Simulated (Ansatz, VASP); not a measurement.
# Mo: VASP beside Ansatz

```
Mo
1.0
     2.69448    0.00000    0.00000
    -1.34724    2.33349    0.00000
     0.00000    0.00000    2.59351
Mo
1
Direct
  0.00000 0.00000 0.50000
```

Change from the starting cell: strain -0.015 along x and y, +0.015 along z, atoms carried along.

Alike in both runs: task single point; functional PBEsol; k mesh 18 × 18 × 18; occupations gaussian, width 0.15 eV; no spin polarisation.

|  | VASP | Ansatz |
| --- | --- | --- |
| version | VASP 6.6.1 | Ansatz 0.2.0 |
| potentials or method | VASP PAW PBE potentials, release 64 (Mo_sv) | scalar-relativistic, plane waves, PAW |
| plane-wave cutoff (eV) | 520 | 420 |
| valence electrons in the cell | 14 | 14 |

Ansatz gave:

* gap on the k mesh at the Fermi level (eV): none
* pressure (GPa): 0.1
* largest component of the traceless stress (GPa): 11.88

Problem. What did VASP give for the same quantities?

Solution. gap on the k mesh at the Fermi level (eV): none; pressure (GPa): 0.6; largest component of the traceless stress (GPa): 11.86.

A gap of «none» marks a metal or a gap that the smearing closes. The functional is the same, so the differences come from potentials, cutoffs and numerics.

Caveats: the PAW data sets were made with another functional, which shifts forces and pressure a little (VASP).
